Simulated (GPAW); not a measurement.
Runs of GPAW 26.7.0 on SrO. It takes space group Fm-3m (No. 225, cubic). Conventional cell: a = 5.133 Å, b = 5.133 Å, c = 5.133 Å, α = 90.00°, β = 90.00°, γ = 90.00°. Sr (site symmetry m-3m) has 6 O at 2.57 Å as nearest neighbours. Around O (site symmetry m-3m) lie 6 Sr at 2.57 Å. 

```tsv
task	level	potentials or basis	spin	cell	k mesh	cutoff (eV)	maxiter	convergence	optimizer	fmax	max steps	grid spacing	other keys	gap on the mesh (eV)	pressure (GPa)
single point	BLYP+D3M(BJ)	PAW data sets generated in the run's folder for this functional, pw	off	as given	9 × 9 × 9	800	150	-	-	-	-	-	-	3.55	(c)
relaxation of cell and atoms	PBEint	PAW data sets generated in the run's folder for this functional, pw	off	relaxed to 5 GPa	9 × 9 × 9	800	150	density=1e-05 energy=1e-05	LBFGS	0.02 eV/Å	60	-	-	3.33	5.1
single point	LDA	the program's PAW data sets (release 1.2.1) made for this functional, pw	off	as given	7 × 7 × 7	650	80	-	-	-	-	-	-	3.30	-4.5
band structure	BEEF-vdW	GPAW PAW data sets (gpaw-data 1.2.1), pw	SOC, no magnetisation	as given	9 × 9 × 9	800	150	-	-	-	-	-	-	(a)	-
atomic charges	PBE	GPAW PAW data sets (gpaw-data 1.2.1), pw	off	as given	9 × 9 × 9	800	150	-	-	-	-	-	-	(b)	3.8
single point	RPBE	the program's PAW data sets (release 1.2.1) made for this functional, pw	collinear, ferromagnetic start	atoms moved at random, drawn with an rms of 0.02 Å	6 × 6 × 6	800	150	-	-	-	-	-	-	3.48	6.9
electrostatic potential	BP86	PAW data sets generated in the run's folder for this functional, fd	off	volume scaled by 1.08	9 × 9 × 9	-	150	-	-	-	-	0.16 Å	-	3.45	-
```

Alike in all rows: smearing fermi-dirac 0.05 eV.

Task: Estimate the missing entries.

Result: (a) 3.59; (b) 3.42; (c) 1.5.

Caveats: an odd mesh through Γ misses points on the zone boundary, where band edges often lie (some runs); later steps reuse the first step's grids (some runs); the cutoff is short for stress and forces, so pressures can be off by a GPa or more (some runs); spin-orbit coupling was added after a scalar SCF, so levels and gaps hold it while energy, forces, pressure and moments don't (some runs); this program's spin-orbit splittings come out too wide for heavy elements (some runs); the PAW data sets were made with another functional, which shifts forces and pressure a little (some runs); the real-space grid adds noise to forces (some runs).

A k mesh can miss the band edges, and rows without SOC leave out spin-orbit coupling on Sr.
